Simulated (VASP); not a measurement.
# I (Im-3m) in VASP: further runs

The runs below take I through single point, with PBE.

Program: VASP 6.6.1. These are calculated values, not measurements. Logs are shortened: lines on timing, memory, paths and dates and some standing lists are left out, and cuts for length are marked.

**1. The crystal as given**

Symmetry: Im-3m, No. 229, cubic system. The conventional cell has a = 4.179 Å, b = 4.179 Å, c = 4.179 Å, α = 90.00°, β = 90.00°, γ = 90.00°. Around I (site symmetry m-3m) lie 8 I at 3.62 Å.

The real solid is made of molecules; this cell is a model form.

**2. Single point, PBE**

Input file INCAR:

```
SYSTEM = I
PREC = Accurate
ENCUT = 220
EDIFF = 1E-6
ISMEAR = 0
SIGMA = 0.05
LREAL = .FALSE.
LASPH = .TRUE.
NELM = 100
ALGO = Normal
ISIF = 2
LWAVE = .FALSE.
LCHARG = .FALSE.
GGA = PE
NBANDS = 10
ADDGRID = .FALSE.
```

Input file KPOINTS:

```
Automatic mesh
0
G
  8 8 8
  0 0 0
```

Input file POSCAR:

```
I
1.0
   -2.1240960000      2.1667550000      2.1089740000
    2.1114880000     -2.1329730000      2.0625830000
    2.0399160000      2.0487930000     -2.0751920000
I
1
Direct
    0.0126280000     -0.0160290000     -0.0040210000
```

Potentials or basis: VASP PAW PBE potentials, release 64 (I).

Started as:

```console
cat potpaw_PBE.64/I/POTCAR > POTCAR
mpirun -np 1 vasp_std > vasp.out
```

OUTCAR:

```text
SYSTEM = I
   PREC = Accurate
   ENCUT = 220
   EDIFF = 1E-6
   ISMEAR = 0
   LREAL = .FALSE.
   LASPH = .TRUE.
   NELM = 100
   ISIF = 2
   GGA = PE

 Found    260 irreducible k-points:

 Following reciprocal coordinates:
            Coordinates               Weight
  0.000000  0.000000  0.000000      1.000000
  0.125000  0.000000 -0.000000      2.000000
  0.250000  0.000000 -0.000000      2.000000
  0.375000  0.000000  0.000000      2.000000
  0.500000  0.000000 -0.000000      1.000000
 -0.000000  0.125000 -0.000000      2.000000
   k-points           NKPTS =    260   k-points in BZ     NKDIM =    260   number of bands    NBANDS=     10
   number of dos      NEDOS =    301   number of ions     NIONS =      1
   total plane-waves  NPLWV =   5832
   dimension x,y,z NGX =    18 NGY =   18 NGZ =   18
   dimension x,y,z NGXF=    36 NGYF=   36 NGZF=   36
   ions per type =               1
   NGX,Y,Z   is equivalent  to a cutoff of   8.10,  8.22,  8.41 a.u.
   NGXF,Y,Z  is equivalent  to a cutoff of  16.20, 16.43, 16.82 a.u.
 SYSTEM =  I
   PREC   = accura    normal or accurate (medium, high low for compatibility)
   ISTART =      0    job   : 0-new  1-cont  2-samecut
   ICHARG =      2    charge: 1-file 2-atom 10-const
   ISPIN  =      1    spin polarized calculation?
   LNONCOLLINEAR =      F non collinear calculations
   LSORBIT =      F    spin-orbit coupling
   LASPH  =      T    aspherical Exc in radial PAW
   ENCUT  =  220.0 eV  16.17 Ry    4.02 a.u.   4.47  4.40  4.30*2*pi/ulx,y,z
   NELM   =    100;   NELMIN=  2; NELMDL= -5     # of ELM steps
   EDIFF  = 0.1E-05   stopping-criterion for ELM
   LREAL  =      F    real-space projection
   EDIFFG = 0.1E-04   stopping-criterion for IOM
   NSW    =      0    number of steps for IOM
   IBRION =     -1    ionic relax: 0-MD 1-quasi-New 2-CG
   NFREE  =      0    steps in history (QN), initial steepest desc. (CG)
   ISIF   =      2    stress and relaxation
   ISYM   =      2    0-nonsym 1-usesym 2-fastsym
   POTIM  = 0.5000    time-step for ionic-motion
   TEBEG  =    0.0;   TEEND  =   0.0 temperature during run
   PSTRESS=    0.0 pullay stress
   NELECT =       7.0000    total number of electrons
   NUPDOWN=      -1.0000    fix difference up-down
   EMIN   =  10.00;   EMAX   =-10.00  energy-range for DOS
   EFERMI =   0.00;   METHOD = LEGACY
   ISMEAR =     0;   SIGMA  =   0.05  broadening in eV -4-tet -1-fermi 0-gaus
   EFERMI_NEDOS =   21; number of points for ismear=-14 and -15
   IALGO  =     38    algorithm
   IMIX   =      4    mixing-type and parameters
     AMIX     =   0.40;   BMIX     =  1.00
     AMIX_MAG =   1.60;   BMIX_MAG =  1.00
  volume/ion in A,a.u.               =      36.48       246.21
  Fermi-wavevector in a.u.,A,eV,Ry     =   0.944215  1.784308 12.130170  0.891542
  Thomas-Fermi vector in A             =   2.071998
   LORBIT       =      0    0 simple, 1 ext, 2 COOP (PROOUT), +10 PAW based schemes
   GGA     = PE    functional components
   LHFCALC =     F    Hartree Fock is set to
   AEXX    =    0.0000 exact exchange contribution
   IVDW    =     0    specifies the selected vdW correction
   LEPSILON=     F    determine dielectric tensor
   LRPA    =     F    only Hartree local field effects (RPA)
 non-spin polarized calculation
 Gauss-broadening in eV      SIGMA  =   0.05
  energy-cutoff  :      220.00
  volume of cell :       36.48
 maximum number of plane-waves:       277
 NGX is ok and might be reduce to    18

 number of electron       6.9999999 magnetization

 Free energy of the ion-electron system (eV)
  ---------------------------------------------------
  ext. energy  EPLUGINS =         0.00000000
  ---------------------------------------------------
  free energy    TOTEN  =        -1.05155473 eV

  energy without entropy =       -1.04916363  energy(sigma->0) =       -1.05035918

 E-fermi :   4.0720     XC(G=0):  -8.9178

 val. band max:        4.0619312169   @ k =   0.2500   0.0000   0.5000
 cond. band min:       4.0813008968   @ k =  -0.1250  -0.2500   0.1250
 fundamental gap:      0.0193696799
 Fermi energy:         4.0719713011

 k-point     1 :       0.0000    0.0000    0.0000
  band No.  band energies     occupation
      1      -9.1888      2.00000
      2       4.7331      0.00000
      3       4.9007      0.00000
      4       5.0298      0.00000
      5      10.9182      0.00000
      6      13.6374      0.00000
      7      13.7687      0.00000
      8      14.1776      0.00000
      9      16.0724      0.00000
     10      16.2891      0.00000

 k-point     2 :       0.1250    0.0000   -0.0000
  band No.  band energies     occupation
      1      -9.0341      2.00000
      2       3.8042      2.00000
      3       4.5965      0.00000
      4       4.9307      0.00000
      5      11.6653      0.00000
      6      13.1696      0.00000
      7      13.4090      0.00000
      8      14.7259      0.00000
      9      15.3781      0.00000
     10      15.6974      0.00000

 k-point     3 :       0.2500    0.0000   -0.0000
  band No.  band energies     occupation
      1      -8.6180      2.00000
      2       1.9518      2.00000
      3       4.0520      1.42821
      4       4.8180      0.00000
      5      11.1217      0.00000
      6      12.2620      0.00000
      7      14.5375      0.00000
      8      15.5507      0.00000
      9      16.2884      0.00000
     10      16.7276      0.00000

 k-point     4 :       0.3750    0.0000    0.0000
  band No.  band energies     occupation
      1      -8.1170      2.00000
      2       0.4036      2.00000
      3       3.5919      2.00000
      4       4.7124      0.00000
      5      10.2729      0.00000
      6      11.6371      0.00000
      7      15.9941      0.00000
      8      16.1786      0.00000
      9      17.9672      0.00000
     10      19.3373      0.00000

 k-point     5 :       0.5000    0.0000   -0.0000
  band No.  band energies     occupation
      1      -7.8723      2.00000
      2      -0.2119      2.00000
      3       3.4196      2.00000
      4       4.6683      0.00000
      5       9.9717      0.00000
      6      11.4210      0.00000
      7      16.9575      0.00000
      8      17.2897      0.00000
      9      17.6267      0.00000
     10      18.2191      0.00000

 k-point     6 :      -0.0000    0.1250   -0.0000
  band No.  band energies     occupation
      1      -9.0254      2.00000
      2       3.8799      2.00000
      3       4.5037      0.00000
      4       4.9025      0.00000
      5      11.6588      0.00000
      6      13.1161      0.00000
      7      13.5792      0.00000
      8      14.4975      0.00000
      9      15.3895      0.00000
     10      15.5701      0.00000

 [... further k-points ...]

------------------------ aborting loop because EDIFF is reached ----------------------------------------

  FORCE on cell =-STRESS in cart. coord.  units (eV):
  Direction    XX          YY          ZZ          XY          YZ          ZX
  --------------------------------------------------------------------------------------
  -------------------------------------------------------------------------------------
  Total       -0.0395352     -0.0655688     -0.0886612     -0.3599766      0.0643709     -0.0255029
  in kB       -1.7361407     -2.8793744     -3.8934482    -15.8079380      2.8267697     -1.1199313
  external PRESSURE =      -2.8363211 kB  Pullay stress =       0.0000000 kB

 VOLUME and BASIS-vectors are now :
 -----------------------------------------------------------------------------
  energy-cutoff  :      220.00
  volume of cell :       36.48
      direct lattice vectors                 reciprocal lattice vectors
    -2.124096000  2.166755000  2.108974000     0.005496097  0.235420953  0.237828778
     2.111488000 -2.132973000  2.062583000     0.241671392  0.002899229  0.240425590
     2.039916000  2.048793000 -2.075192000     0.245788549  0.242134979 -0.001217987

 POSITION                                       TOTAL-FORCE (eV/Angst)
 -----------------------------------------------------------------------------------
      4.08253     -0.03087     -0.01069         0.000000     -0.000000     -0.000000
 -----------------------------------------------------------------------------------
    total drift:                                0.000001     -0.000001     -0.000001

  FREE ENERGIE OF THE ION-ELECTRON SYSTEM (eV)
  ---------------------------------------------------
  free  energy   TOTEN  =        -1.0515547304 eV

  energy  without entropy=       -1.0491636253  energy(sigma->0) =       -1.05035918
```

It took 11 s on 1 thread of Intel Xeon Platinum 8488C (Sapphire Rapids), shared host; peak memory 0.13 GiB.

These settings aren't checked as converged: the numbers below hold their error.

Results:

| Quantity | Value |
| --- | --- |
| Free energy | -1.0516 eV |
| Pressure | -0.3 GPa |
| Band gap on the k mesh | none (metal or under the smearing width) |

Caveat: an odd number of electrons without spin polarisation forces a metal; a magnetic or distorted state may lie lower.

**3. Single point, PBE**

This run uses another cell than the first one, of the same volume but with other edges.

INCAR, as its differences from that of step 2:

```diff
@@ -2,3 +2,3 @@
 PREC = Accurate
-ENCUT = 220
+ENCUT = 650
 EDIFF = 1E-6
```

Input file KPOINTS:

```
Automatic mesh
0
G
  5 5 5
  0 0 0
```

Input file POSCAR:

```
I
1.0
   -2.0893754423      2.0893754423      2.0893754423
    2.0893754423     -2.0893754423      2.0893754423
    2.0893754423      2.0893754423     -2.0893754423
I
1
Direct
    0.0000000000      0.0000000000      0.0000000000
```

Potentials or basis: VASP PAW PBE potentials, release 64 (I).

Started as:

```console
cat potpaw_PBE.64/I/POTCAR > POTCAR
mpirun -np 1 vasp_std > vasp.out
```

OUTCAR:

```text
SYSTEM = I
   PREC = Accurate
   ENCUT = 650
   EDIFF = 1E-6
   ISMEAR = 0
   LREAL = .FALSE.
   LASPH = .TRUE.
   NELM = 100
   ISIF = 2
   GGA = PE

 Found     10 irreducible k-points:

 Following reciprocal coordinates:
            Coordinates               Weight
  0.000000  0.000000  0.000000      1.000000
  0.200000  0.000000  0.000000     12.000000
  0.400000  0.000000  0.000000     12.000000
  0.200000  0.200000  0.000000     24.000000
  0.400000  0.200000  0.000000     24.000000
  0.200000  0.200000  0.200000      8.000000
   k-points           NKPTS =     10   k-points in BZ     NKDIM =     10   number of bands    NBANDS=     10
   number of dos      NEDOS =    301   number of ions     NIONS =      1
   total plane-waves  NPLWV =  27000
   dimension x,y,z NGX =    30 NGY =   30 NGZ =   30
   dimension x,y,z NGXF=    60 NGYF=   60 NGZF=   60
   ions per type =               1
   NGX,Y,Z   is equivalent  to a cutoff of  13.78, 13.78, 13.78 a.u.
   NGXF,Y,Z  is equivalent  to a cutoff of  27.56, 27.56, 27.56 a.u.
 SYSTEM =  I
   PREC   = accura    normal or accurate (medium, high low for compatibility)
   ISTART =      0    job   : 0-new  1-cont  2-samecut
   ICHARG =      2    charge: 1-file 2-atom 10-const
   ISPIN  =      1    spin polarized calculation?
   LNONCOLLINEAR =      F non collinear calculations
   LSORBIT =      F    spin-orbit coupling
   LASPH  =      T    aspherical Exc in radial PAW
   ENCUT  =  650.0 eV  47.77 Ry    6.91 a.u.   7.52  7.52  7.52*2*pi/ulx,y,z
   NELM   =    100;   NELMIN=  2; NELMDL= -5     # of ELM steps
   EDIFF  = 0.1E-05   stopping-criterion for ELM
   LREAL  =      F    real-space projection
   EDIFFG = 0.1E-04   stopping-criterion for IOM
   NSW    =      0    number of steps for IOM
   IBRION =     -1    ionic relax: 0-MD 1-quasi-New 2-CG
   NFREE  =      0    steps in history (QN), initial steepest desc. (CG)
   ISIF   =      2    stress and relaxation
   ISYM   =      2    0-nonsym 1-usesym 2-fastsym
   POTIM  = 0.5000    time-step for ionic-motion
   TEBEG  =    0.0;   TEEND  =   0.0 temperature during run
   PSTRESS=    0.0 pullay stress
   NELECT =       7.0000    total number of electrons
   NUPDOWN=      -1.0000    fix difference up-down
   EMIN   =  10.00;   EMAX   =-10.00  energy-range for DOS
   EFERMI =   0.00;   METHOD = LEGACY
   ISMEAR =     0;   SIGMA  =   0.05  broadening in eV -4-tet -1-fermi 0-gaus
   EFERMI_NEDOS =   21; number of points for ismear=-14 and -15
   IALGO  =     38    algorithm
   IMIX   =      4    mixing-type and parameters
     AMIX     =   0.40;   BMIX     =  1.00
     AMIX_MAG =   1.60;   BMIX_MAG =  1.00
  volume/ion in A,a.u.               =      36.48       246.21
  Fermi-wavevector in a.u.,A,eV,Ry     =   0.944215  1.784308 12.130172  0.891543
  Thomas-Fermi vector in A             =   2.071998
   LORBIT       =      0    0 simple, 1 ext, 2 COOP (PROOUT), +10 PAW based schemes
   GGA     = PE    functional components
   LHFCALC =     F    Hartree Fock is set to
   AEXX    =    0.0000 exact exchange contribution
   IVDW    =     0    specifies the selected vdW correction
   LEPSILON=     F    determine dielectric tensor
   LRPA    =     F    only Hartree local field effects (RPA)
 non-spin polarized calculation
 Gauss-broadening in eV      SIGMA  =   0.05
  energy-cutoff  :      650.00
  volume of cell :       36.48
 maximum number of plane-waves:      1409
 NGX is ok and might be reduce to    30

 number of electron       6.9999999 magnetization

 Free energy of the ion-electron system (eV)
  ---------------------------------------------------
  ext. energy  EPLUGINS =         0.00000000
  ---------------------------------------------------
  free energy    TOTEN  =        -1.11683674 eV

  energy without entropy =       -1.11595734  energy(sigma->0) =       -1.11639704

 E-fermi :   4.1754     XC(G=0):  -8.9256

 val. band max:        4.0790815369   @ k =   0.4000   0.2000   0.0000
 cond. band min:       4.2373230524   @ k =   0.2000   0.0000   0.0000
 fundamental gap:      0.1582415155
 Fermi energy:         4.1754358991

 k-point     1 :       0.0000    0.0000    0.0000
  band No.  band energies     occupation
      1      -9.1956      2.00000
      2       4.8787      0.00000
      3       4.8787      0.00000
      4       4.8787      0.00000
      5      10.9241      0.00000
      6      13.8608      0.00000
      7      13.8608      0.00000
      8      13.8608      0.00000
      9      16.0926      0.00000
     10      16.0926      0.00000
[... 53 lines left out ...]
 k-point     6 :       0.2000    0.2000    0.2000
  band No.  band energies     occupation
      1      -7.7329      2.00000
      2       0.6946      2.00000
      3       2.3875      2.00000
      4       2.3875      2.00000
      5      13.5352      0.00000
      6      13.5352      0.00000
      7      15.0643      0.00000
      8      17.9848      0.00000
      9      17.9848      0.00000
     10      20.8744      0.00000

 [... further k-points ...]

------------------------ aborting loop because EDIFF is reached ----------------------------------------

  FORCE on cell =-STRESS in cart. coord.  units (eV):
  Direction    XX          YY          ZZ          XY          YZ          ZX
  --------------------------------------------------------------------------------------
  -------------------------------------------------------------------------------------
  Total       -0.2169323     -0.2169323     -0.2169323      0.0000000     -0.0000000      0.0000000
  in kB       -9.5263249     -9.5263249     -9.5263249      0.0000000     -0.0000000      0.0000000
  external PRESSURE =      -9.5263249 kB  Pullay stress =       0.0000000 kB

 VOLUME and BASIS-vectors are now :
 -----------------------------------------------------------------------------
  energy-cutoff  :      650.00
  volume of cell :       36.48
      direct lattice vectors                 reciprocal lattice vectors
    -2.089375442  2.089375442  2.089375442     0.000000000  0.239305962  0.239305962
     2.089375442 -2.089375442  2.089375442     0.239305962  0.000000000  0.239305962
     2.089375442  2.089375442 -2.089375442     0.239305962  0.239305962  0.000000000

 POSITION                                       TOTAL-FORCE (eV/Angst)
 -----------------------------------------------------------------------------------
      0.00000      0.00000      0.00000         0.000000      0.000000      0.000000
 -----------------------------------------------------------------------------------
    total drift:                               -0.000000     -0.000000     -0.000000

  FREE ENERGIE OF THE ION-ELECTRON SYSTEM (eV)
  ---------------------------------------------------
  free  energy   TOTEN  =        -1.1168367387 eV

  energy  without entropy=       -1.1159573410  energy(sigma->0) =       -1.11639704
```

OSZICAR:

```text
N       E                     dE             d eps       ncg     rms          rms(c)
DAV:   1     0.224286358750E+02    0.22429E+02   -0.25568E+03   200   0.579E+02
DAV:   2    -0.160287413827E+00   -0.22589E+02   -0.21893E+02   262   0.897E+01
DAV:   3    -0.110783144574E+01   -0.94754E+00   -0.84807E+00   248   0.174E+01
DAV:   4    -0.111631671714E+01   -0.84853E-02   -0.84831E-02   240   0.217E+00
DAV:   5    -0.111643448304E+01   -0.11777E-03   -0.11776E-03   234   0.244E-01    0.346E+00
DAV:   6    -0.111623734837E+01    0.19713E-03   -0.20910E-03   220   0.225E-01    0.212E+00
DAV:   7    -0.111684277449E+01   -0.60543E-03   -0.39163E-03   218   0.317E-01    0.124E-01
DAV:   8    -0.111683623252E+01    0.65420E-05   -0.19562E-04   222   0.677E-02    0.184E-02
DAV:   9    -0.111683673869E+01   -0.50617E-06   -0.39503E-06   258   0.138E-02
   1 F= -.11168367E+01 E0= -.11163970E+01  d E =-.879398E-03
```

stdout:

```text
POSCAR found type information on POSCAR I
 POSCAR found :  1 types and       1 ions
 scaLAPACK will be used
 LDA part: xc-table for (Slater+PW92), standard interpolation
 POSCAR, INCAR and KPOINTS ok, starting setup
 FFT: planning ... GRIDC
 FFT: planning ... GRID_SOFT
 FFT: planning ... GRID
 WAVECAR not read
 entering main loop
```

Wall time 4.2 s (1 thread of Intel Xeon Platinum 8488C (Sapphire Rapids), shared host); peak memory 0.16 GiB.

The run converged, but some of its settings lie outside the range that counts as converged, so its numbers aren't taken as properties of the crystal.

What came out:

```yaml
Free_energy: -1.1168 eV
Pressure: -1.0 GPa
Band_gap_on_the_k_mesh: none (metal or under the smearing width)
```

Caveat: the k mesh is coarse (spacing up to 0.43 Å⁻¹), so the values aren't converged; an odd number of electrons without spin polarisation forces a metal; a magnetic or distorted state may lie lower.

(Continued in part 2 of 2.)
